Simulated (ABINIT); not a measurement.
An input for ABINIT 10.8.3 (AlP (F-43m)):

```
acell 3*1.0 Angstrom
rprim 
  -0.000000000000 2.725500000000 2.725500000000
  2.725500000000 -0.000000000000 2.725500000000
  2.725500000000 2.725500000000 -0.000000000000
ntypat 2
znucl 13 15
natom 2
typat 1 2
xred 
  0.000000000000 0.000000000000 0.000000000000
  0.250000000000 0.250000000000 0.250000000000
pp_dirpath "pseudos"
pseudos "Al.upf, P.upf"
ecut 18
ngkpt 8 8 8
nshiftk 1
shiftk 0 0 0
kptopt 1
chksymbreak 0
istwfk *1
occopt 1
irdwfk 1
optdriver 99
bs_calctype 1
mbpt_sciss 0.891 eV
bs_loband 2
nband 5
bs_exchange_term 1
bs_coulomb_term 21
bs_coupling 0
bs_algorithm 1
bs_freq_mesh 0 7 0.05 eV
zcut 0.1 eV
ecuteps 3
ecutwfn 12
inclvkb 2
mdf_epsinf 8.14
irdden 1
indata_prefix "in"
outdata_prefix "out"
tmpdata_prefix "tmp"
```

The database entry behind the starting cell differs from later determinations by our own check (0.1 to 0.3 % short, probably kX units), so it need not match the best structure at ambient conditions.

```sh
OMP_NUM_THREADS=1 mpirun -n 8 abinit run.abi > log
```

**Question.** Estimate wall time and host memory on 8 MPI ranks of Arm Neoverse V2, shared host.

It took 28 s; on shared hardware allow 14 s to 57 s. Peak host memory was 0.64 GiB.

The kernel grows as the square of the matrix size, and full diagonalisation as its cube.

[Paths, hosts, dates, memory and timing lines, banners, echoed tables and standing remarks are left out of the program output.]

[Logs are printed without paths, hosts, clocks, repeated set-up lines and the standing remarks that a program may print on its own settings, such as how far it seeks lower states.]

[Runs of the session that timed out or met a known fault of the program may be left out.]

[Hosts, paths, dates, database ids (printed as entryN), source tags and the programs' standing remarks are cut or masked in the printed files.]

[G0W0 gaps are taken among the corrected bands and points alone; a level outside them can change the order at an edge.]

[Where Ansatz stands beside ABINIT at settings called matched, ABINIT's density can come from a denser mesh and the files from another edition; pairs whose starting gaps differed by over 0.03 eV were left out, so agreement reads better than it is.]
